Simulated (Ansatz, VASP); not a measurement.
**TiO2 in VASP and in Ansatz**

```
Ti O
1.0
     6.15358   -1.88347    0.00000
     6.15358    1.88347    0.00000
    -1.92833    0.00000    6.32897
Ti O
4 8
Direct
  0.90007 0.90007 0.28960
  0.19529 0.19529 0.28376
  0.09993 0.09993 0.71040
  0.80471 0.80471 0.71624
  0.36193 0.36193 0.29340
  0.26349 0.26349 0.65250
  0.86719 0.86719 0.99529
  0.73651 0.73651 0.34750
  0.94165 0.94165 0.63002
  0.13281 0.13281 0.00471
  0.63807 0.63807 0.70660
  0.05835 0.05835 0.36998
```

The cell comes from a database or a generator and needn't be the stable form of this composition.

Alike in both runs: task single point; functional PBE; k mesh 8 × 8 × 4; occupations gaussian, width 0.011 eV; no spin polarisation.

|  | VASP | Ansatz |
| --- | --- | --- |
| version | VASP 6.6.1 | Ansatz 0.2.0 |
| potentials or method | VASP PAW PBE potentials, release 64 (Ti_sv, O) | Ansatz PAW |
| plane-wave cutoff (eV) | 520 | 420 |
| valence electrons in the cell | 96 | 96 |

Ansatz gave:

| Item | Value |
| --- | --- |
| gap on the k mesh at the Fermi level (eV) | 2.75 |
| least direct gap on the mesh (eV) | 2.92 |
| pressure (GPa) | -1.2 |
| largest component of the traceless stress (GPa) | 0.10 |
| rms of the force components (eV/Å) | 0.053 |

Problem. What did VASP give for the same quantities?

Solution. gap on the k mesh at the Fermi level (eV): 2.73; least direct gap on the mesh (eV): 2.90; pressure (GPa): -0.6; largest component of the traceless stress (GPa): 0.03; rms of the force components (eV/Å): 0.032.

Atom by atom the forces differ by 0.024 eV/Å (rms over components). With one functional, cell and mesh, what is left measures potentials, basis and numerics.

Caveats: the pressure holds a Pulay correction of +0.6 GPa for the finite cutoff (Ansatz). A k mesh can miss the band edges. As with any semilocal functional, this PBE gap is likely too small.
